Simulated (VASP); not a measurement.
MnS:

```
CELL_PARAMETERS angstrom
1.83000 1.05655 2.97092
-1.83000 1.05655 2.97092
0.00000 -2.11310 2.97092
ATOMIC_POSITIONS crystal
Mn 0.00000 0.00000 0.00000
S 0.50000 0.50000 0.50000
```

The cell is a database's computed one.

- Program: VASP 6.6.1
- Task: relaxation of cell and atoms
- Functional: LDA
- Potentials or basis: VASP PAW LDA potentials, release 64 (Mn_pv, S)
- Cutoff: 600 eV
- k mesh: 7 × 7 × 7
- Occupations: fermi-dirac, width 0.05 eV
- Spin: collinear spin, ferromagnetic start
- Starting moments: [4.0, 0.0] μB

At the start: pressure -11.3 GPa; volume 17.23 Å³/atom.

How do energy, volume and symmetry change on relaxing?

Over 5 steps the energy falls by 170.5 meV/atom and the volume is 13.52 Å³/atom (-21.5 %); space group Fm-3m (No. 225, to 0.05 Å); moment 3.33 μB per cell.

The path:
```
step  energy change (eV)  largest force (eV/Å)  pressure (GPa)  volume (Å³)
   1              0.0000                0.0000          -11.25        34.47
   2             -0.3054                0.0000           -6.38        28.77
   3             -0.2314                0.0000           14.85        24.22
   4             -0.3409                0.0000           -0.36        27.18
   5             -0.3411                0.0000            0.00        27.04
```

Final structure:
```
CELL_PARAMETERS angstrom
1.68597 0.97339 2.74627
-1.68597 0.97339 2.74627
0.00000 -1.94679 2.74627
ATOMIC_POSITIONS crystal
Mn 0.00000 0.00000 0.00000
S 0.50000 0.50000 0.50000
```

Caveat: the volume moved by over 15 % at a fixed basis, so the end points are rough; a cell with one magnetic atom can't hold antiferromagnetic order, which such compounds often take.
